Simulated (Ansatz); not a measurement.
Epitaxial strain in HfS2: moduli and critical thickness

The calculation used Ansatz, DFT PBE+D3(BJ), scalar-relativistic, plane waves, PAW. (420 eV cutoff, 12×12×6 k-mesh, Gaussian smearing of 0.02 eV, no spin polarisation)

Starting point, cell and atoms relaxed:

```
Hf S
1.0
     3.60586    0.00000    0.00000
    -1.80293    3.12277    0.00000
     0.00000    0.00000    5.77039
Hf S
1 2
Cartesian
  0.0000 0.0000 0.0000
  1.8029 1.0409 4.3140
  0.0000 2.0818 1.4564
```

The a-b plane is strained alike in both directions, as on a substrate, while c and the atoms relax within the symmetry that the strain leaves. Stress is positive in compression; energies are free energies at the smearing used, per atom.

Spin–orbit coupling is left out, which can shift energies with elements as heavy as these.

```
strain (%) c (Å)  σ in plane (GPa)  ΔE (meV/atom)
      -4.5  5.8472              8.94          50.17
      -3.0  5.8246              5.62          21.56
      -1.5  5.7981              2.64           5.20
      +0.0  5.7704             -0.01           0.00
      +1.5  5.7334             -2.38           4.96
      +3.0  5.6948             -4.49          19.17
      +4.5  5.6547             -6.38          41.74
```

Problem. Get the biaxial modulus twice, from the stresses and from the energies of the innermost pair.

Solution. From stress: M = −Δσ/Δε = (2.64 − (-2.38)) / 0.030 = 168 GPa. Two in-plane directions each store σε/2, so the energy density is Mε²: M = (mean ΔE)/(V ε²) = 5.08 meV / (21.659 Å³ × 0.015²) × 0.16022 GPa Å³/meV = 167 GPa. The two agree.

Problem. How well does Mε², with M from the stresses, predict the outermost points?

Solution. 45.9 meV predicted against 50.2 computed at -4.5 %; 45.9 meV predicted against 41.7 computed at +4.5 %. Compression costs more than stretching, the usual sign of bonds that stiffen as they shorten.

Problem. How does c respond, and up to what thickness can a film with 1 % or 2 % misfit stay coherent on a thick substrate?

Solution. c answers with ε_c = −0.37 ε. In an isotropic solid that ratio is 2ν/(1 − ν), so ν = r/(2 + r) = 0.16. A film of thickness h stores Mε²h per area, 16.8 mJ/m² per nm at 1 %. The Matthews–Blakeslee balance for pure edge misfit dislocations, h = b/(8πf(1 + ν)) × (ln(h/b) + 1), with b taken as the in-plane vector a = 3.61 Å, solved by iteration, gives 4.3 nm at f = 1 % and 1.5 nm at 2 %. This is an isotropic estimate in which the moduli cancel; the real Burgers vector, glide system, anisotropy and slow kinetics can shift it by a factor of a few, mostly upward.